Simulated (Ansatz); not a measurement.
# Ru (P6_3/mmc) in Ansatz: a series of runs

One crystal, Ru, is run at these levels: PBEsol; tasks: band structure.

All numbers are computed with Ansatz 0.2.0; they aren't measurements. Logs are shortened: lines on timing, memory, paths and dates and some standing lists are left out, and cuts for length are marked.

### 1 The crystal as given

It takes space group P6_3/mmc (No. 194, hexagonal). The conventional cell has a = 2.706 Å, b = 2.706 Å, c = 4.282 Å, α = 90.00°, β = 90.00°, γ = 120.00°. Ru (site symmetry -6m2) is surrounded by 12 Ru at 2.65 to 2.71 Å.

### 2 Band structure, PBEsol

input.yaml

```yaml
crystal:
  lattice:
    - [2.7058, 0.0, 0.0]
    - [-1.3529, 2.3432915376, 0.0]
    - [0.0, 0.0, 4.2819]
  atoms:
    - { symbol: Ru, position: [0.6666666667, 0.3333333333, 0.75] }
    - { symbol: Ru, position: [0.3333333333, 0.6666666667, 0.25] }
hamiltonian:
  xc: pbesol
  pseudopotentials: { kind: paw }
kpoints:
  mp_grid: { grid: [11, 11, 6] }
  band_path:
    path:
      - [[0.0, 0.0, 0.0], [0.5, 0.0, 0.0], [0.3333333333, 0.3333333333, 0.0], [0.0, 0.0, 0.0], [0.0, 0.0, 0.5], [0.5, 0.0, 0.5], [0.3333333333, 0.3333333333, 0.5], [0.0, 0.0, 0.5]]
      - [[0.5, 0.0, 0.5], [0.5, 0.0, 0.0]]
      - [[0.3333333333, 0.3333333333, 0.0], [0.3333333333, 0.3333333333, 0.5]]
    npoints: 14
scf:
  occupations: { method: fermi_dirac, width: 0.05 }
  n_extra_bands: 6
output:
  forces: true
  stress: true
  eigenvalues: true
  fatbands: true
```

Potentials or basis: Ansatz PAW.

The run is started by

```console
$ ansatz run input.yaml --threads 2 --pin off --max-ram 5632MiB --backend cpu --events-out ev --progress --plain --runs-dir out
```

The log of the run:

```text
Warning: RAYON_NUM_THREADS=2 ignored (pool sized by the plan → 2); use --threads N
scf.n_extra_bands = 6 over 16 filled bands (N_el = 32.0): the run solves 22 bands
Engine: ansatz 0.2.0, aarch64-unknown-linux-gnu
Pseudopotentials: kind: paw
Pseudopotential: Ru, paw, valence charge 16, recommended cutoff 420 eV (normal), Ru.paw.azcp
Functional definition: PBEsol
  exchange = pbesol_x
  correlation = pbesol_c
Crystal: 2 atoms, lattice volume = 27.149 Å³
Basis set: ecut = 420 eV, 537 PW (Γ), exchange–correlation on 40×40×60 points (8 copies of the dense FFT grid, shifted against one another)
Bands: 22, of which v1, the nominal top of the filled ones, is band 16 counted from 1 (15 counted from 0)
Symmetry: 24 space group operations
Space group: P63/mmc (ITA 194), of the structure as read, at distance tolerance 3.0e-5 Å
k-points: 64 of 726
Non-local potential: Ru, projectors of the file, l = 0: 3, l = 1: 2, l = 2: 2, l = 3: 1
PAW form: soft (Blöchl's): semilocal exchange-correlation on the pseudo side does not see the compensation charge
PAW frozen core: Ru, regenerated for the run's functional, and the local potential with it (the file was generated under x = pbe(κ = 0.804, μ = 0.2195149727645171), c = pbe(β = 0.06672455060314922))
PAW one-centre angular grid: Ru, 590 points (default); XC on 64 Gauss nodes
Initial density: superposition of atomic densities (neutral atoms: chi_scale 0, normalization atom), corrected by the library's trained network
Initial wavefunctions: pseudopotential atomic-orbital guess
Functional: x = pbesol(κ = 0.804, μ = 0.12345679012345678), c = pbesol(β = 0.046)
SCF iter   1: F=—  HF=-11632.998947 eV  |F-HF|=—  |Δ(HF+E_count)|=         —  Δρ=1.09e-2  dr2=2.04e-2  ethr=1.77e-3  ⟨swp⟩=5.1  Hψ=6229  notcnv=0
preconditioner: auto → none  [metal: Δε(μ)=0.032 eV  Ē_g=9.106 eV  σ=0.050 eV  W_gap=0.16  n_scr=8 (ndim 8)  ℏωp=28.5 eV  f_vac=0.000  D(μ)=2.02/eV (n_scr^D=22)  sad-step TF]
SCF iter   2: F=—  HF=-11632.995633 eV  |F-HF|=—  |Δ(HF+E_count)|=   3.31e-3  Δρ=5.72e-3  dr2=5.43e-3  ethr=6.38e-5  ⟨swp⟩=2.0  Hψ=2941  notcnv=0  defer=16
SCF iter   3: F=—  HF=-11632.994594 eV  |F-HF|=—  |Δ(HF+E_count)|=   1.04e-3  Δρ=3.31e-4  dr2=9.93e-6  ethr=1.70e-5  ⟨swp⟩=2.1  Hψ=1989  notcnv=0  defer=16
SCF iter   4: F=—  HF=-11632.994576 eV  |F-HF|=—  |Δ(HF+E_count)|=   1.72e-5  Δρ=7.45e-5  dr2=8.41e-7  ethr=3.10e-8  ⟨swp⟩=2.0  Hψ=2397  notcnv=0  defer=16
iter 5 did not close the SCF: its close was put off for the readings that it lacked (scf_convergence_deferred on its scf_iter line)
SCF iter   5: F=-11632.994576 eV  HF=-11632.994576 eV  |F-HF|=3.94e-8  |Δ(HF+E_count)|=   4.40e-9  Δρ=2.16e-5  dr2=5.68e-8  ethr=2.63e-9  ⟨swp⟩=2.0  Hψ=2172  notcnv=0  defer=16
SCF iter   6: F=-11632.994576 eV  HF=-11632.994576 eV  |F-HF|=1.51e-10  |Δ(HF+E_count)|=   2.40e-8  Δρ=3.30e-6  dr2=1.07e-9  ethr=1.78e-10  ⟨swp⟩=3.7  Hψ=5466  notcnv=0
SCF 1 converged in 6 iterations: F = -11632.994576 eV  dr2 = 1.07e-9
NSCF: frozen V_eff on 129 k-points
SCF converged after 6 iterations
Free energy (F): -11632.994576 eV
Harris-Foulkes:  -11632.994576 eV  (|F-HF|=1.51e-10)
Internal energy: -11632.977768 eV  (E = F + TS)
E sigma→0 (E₀):  -11632.986172 eV
Entropy (-TS):   -0.016808 eV (-8.404 meV/atom)
Fermi energy:    23.309942 eV
--- Per-component energies (eV) ---
  E_band       = -110.072709
  E_kinetic    = 1027.795291
  E_local      = -2515.557354  (includes V_loc(G=0)·N_el)
  E_nonlocal   = 689.184795
  E_hartree    = 805.233491
  E_xc         = -379.021149
  E_vxc        = -477.461110  (∫ρ·V_xc dr)
  E_paw        = -6798.663744  (= ΣΔE_a)
  E_vpaw       = -444.502352  (= ΣTr[D̂ρ^β])
  E_aug_tail   = -0.000419  (compensation charges beyond the density's cutoff)
  E_ewald      = -4462.455271
  E_core_change = 0.506592  (= ΣΔE_core)
  E_smearing   = -0.016808  (= −TS)
  E_closure    = 0.000000  (closes the sum)
  Σ components = -11632.994576   (vs F -11632.994576, Δ=0.00e0)
--- Forces (eV/Å), atoms counted from 1 ---
  atom   1  Ru    -0.00000000     0.00000000    -0.00000000
  atom   2  Ru    -0.00000000    -0.00000000     0.00000000
  max |Σ_I F_I| component: 9.25e-18 eV/Å
--- Stress (GPa, compression-positive) ---
       -6.033114      -0.000000      -0.000000
        0.000000      -6.033114      -0.000000
       -0.000000      -0.000000      -6.560823
  P = ⅓ Tr σ = -6.2090 GPa (-62.090 kbar)
--- Band table (eV; the first three rows and the last of 64) ---
  k-point 0: bands = ["-49.6855", "-49.4787", "-20.1975", "-19.2553", "-19.2553", "-19.0839", "-19.0839", "-19.0430", "15.3202", "17.1388", "20.7722", "20.7722", "20.9468", "21.4585", "21.4585", "21.9885", "21.9885", "24.5762", "24.5762", "24.6133", "33.6448", "38.1310"]
  k-point 1: bands = ["-49.6718", "-49.4927", "-20.1235", "-19.2440", "-19.2440", "-19.1240", "-19.0955", "-19.0955", "15.6278", "17.2370", "20.6206", "20.6206", "20.7974", "21.2834", "21.2834", "22.3830", "22.3830", "23.6592", "24.5832", "24.5832", "34.9192", "37.6349"]
  k-point 2: bands = ["-49.6344", "-49.5310", "-19.9191", "-19.3425", "-19.2128", "-19.2128", "-19.1271", "-19.1271", "16.4367", "17.4226", "20.4989", "20.4989", "20.5044", "20.9164", "20.9164", "21.8763", "23.1650", "23.1650", "24.4328", "24.4328", "37.3309", "37.4986"]
  k-point 63: bands = ["-49.4634", "-49.4634", "-19.9702", "-19.9702", "-19.6613", "-19.6613", "-19.2437", "-19.2437", "18.4666", "18.4666", "19.3731", "19.3731", "20.6386", "20.6386", "22.2792", "22.2792", "24.6706", "24.6706", "31.1092", "31.1092", "34.2098", "34.2098"]
```

Run time: 2.3 s. Hardware: 2 threads of Arm Neoverse V2, shared host; peak memory 0.29 GiB.

Results:

```
Free energy            : -11632.9946 eV
Pressure               : -6.2 GPa
Band gap on the k mesh : none (metal or under the smearing width)
```

Stress tensor (GPa, compression positive):
```
-6.03  0.00  0.00
 0.00 -6.03  0.00
 0.00  0.00 -6.56
```

Levels at the corners of the path, in eV from the Fermi level:
```
point  band 14  band 15  band 16  band 17  band 18  band 19
    Γ    -1.85    -1.85    -1.32    -1.32     1.27     1.27
    M    -1.76    -1.46     1.51     1.93     2.01     4.13
    K    -2.79    -1.01     1.09     1.09     1.53     7.07
    Γ    -1.85    -1.85    -1.32    -1.32     1.27     1.27
    A    -2.70    -2.67    -2.67     0.62     0.62     0.62
    L    -0.99     0.50     0.50     1.77     1.77     3.44
    H    -2.67    -1.12    -1.12     1.31     1.31     8.48
    A    -2.70    -2.67    -2.67     0.62     0.62     0.62
    L    -0.99     0.50     0.50     1.77     1.77     3.44
    M    -1.76    -1.46     1.51     1.93     2.01     4.13
    K    -2.79    -1.01     1.09     1.09     1.53     7.07
    H    -2.67    -1.12    -1.12     1.31     1.31     8.48
```

Caveat: the PAW data sets come from PBE, with cores solved anew for the run's functional, which leaves a small shift of forces and pressure.

### 3 Band structure, PBEsol

Edit input.yaml of step 2 so:

```diff
@@ -10,3 +10,3 @@
   xc: pbesol
-  pseudopotentials: { kind: paw }
+  pseudopotentials: { kind: paw, source: jth, xc_functional: pbe }
 kpoints:
@@ -26,2 +26,2 @@
   eigenvalues: true
-  fatbands: true
+  fatbands: false
```

Potentials or basis: JTH PAW.

The run is started by

```console
$ ansatz run input.yaml --threads 2 --pin off --max-ram 5632MiB --backend cpu --events-out ev --progress --plain --runs-dir out
```

Wall time 12 s (2 threads of Arm Neoverse V2, shared host); peak memory 0.59 GiB.

The run converged. Its results:

```
Free energy            : -11622.2839 eV
Pressure               : -6.4 GPa
Band gap on the k mesh : none (metal or under the smearing width)
```

Stress tensor (GPa, compression positive):
```
-6.22  0.00  0.00
 0.00 -6.22  0.00
 0.00  0.00 -6.67
```

Levels at the corners of the path, in eV from the Fermi level:
```
point  band 13  band 14  band 15  band 16  band 17  band 18  band 19  band 20
    Γ    -2.37    -1.85    -1.85    -1.32    -1.32     1.26     1.26     1.36
    M    -2.01    -1.73    -1.46     1.50     1.92     1.99     4.13     6.16
    K    -2.78    -2.78    -1.01     1.08     1.08     1.51     7.07     7.24
    Γ    -2.37    -1.85    -1.85    -1.32    -1.32     1.26     1.26     1.36
    A    -2.71    -2.71    -2.66    -2.66     0.62     0.62     0.62     0.62
    L    -0.99    -0.99     0.52     0.52     1.76     1.76     3.46     3.46
    H    -2.65    -2.65    -1.12    -1.12     1.30     1.30     8.48     8.48
    A    -2.71    -2.71    -2.66    -2.66     0.62     0.62     0.62     0.62
    L    -0.99    -0.99     0.52     0.52     1.76     1.76     3.46     3.46
    M    -2.01    -1.73    -1.46     1.50     1.92     1.99     4.13     6.16
    K    -2.78    -2.78    -1.01     1.08     1.08     1.51     7.07     7.24
    H    -2.65    -2.65    -1.12    -1.12     1.30     1.30     8.48     8.48
```
